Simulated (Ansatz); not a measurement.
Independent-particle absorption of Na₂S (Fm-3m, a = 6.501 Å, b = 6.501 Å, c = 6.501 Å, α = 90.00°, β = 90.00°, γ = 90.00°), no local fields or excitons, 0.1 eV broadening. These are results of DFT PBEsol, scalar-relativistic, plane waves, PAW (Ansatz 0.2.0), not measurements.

Plane waves to 420 eV, a k mesh through Γ of 8×8×8 on the computed 3-atom cell and Gaussian smearing (0.02 eV); no spin polarisation. The spectrum is summed on a 12×12×12 mesh.

```
Na S
1.0
     0.00000    3.25062    3.25062
     3.25062    0.00000    3.25062
     3.25062    3.25062    0.00000
Na S
2 1
Direct
  0.25000 0.25000 0.25000
  0.75000 0.75000 0.75000
  0.00000 0.00000 0.00000
```

photon energy (eV), ε2,zz and a bar:
```
      0.0       0.00
      0.4       0.00
      0.8       0.00
      1.2       0.00
      1.6       0.00
      2.0       0.00
      2.4       0.12 #
      2.8       0.95 ####
      3.2       1.27 ######
      3.6       1.52 #######
      4.0       1.84 ########
      4.4       4.52 #####################
      4.8       5.44 #########################
      5.2       5.06 #######################
      5.6       3.01 ##############
      6.0       3.44 ################
      6.4       3.35 ###############
      6.8       6.29 #############################
      7.2       4.32 ####################
      7.6       6.58 ##############################
      8.0       4.87 ######################
      8.4       2.87 #############
      8.8       1.94 #########
      9.2       1.57 #######
      9.6       1.01 #####
     10.0       0.99 #####
     10.4       0.80 ####
     10.8       0.68 ###
     11.2       0.72 ###
     11.6       0.73 ###
     12.0       0.69 ###
     12.4       0.78 ####
     12.8       0.79 ####
     13.2       0.88 ####
     13.6       0.73 ###
     14.0       0.54 ##
```

The strongest peak lies near 7.4 eV. ε∞ (xx, yy, zz) = 3.9, 3.9, 3.9.

Cost: 1 run of about 0.33 core-minutes, on Arm Neoverse V2 (shared hosts).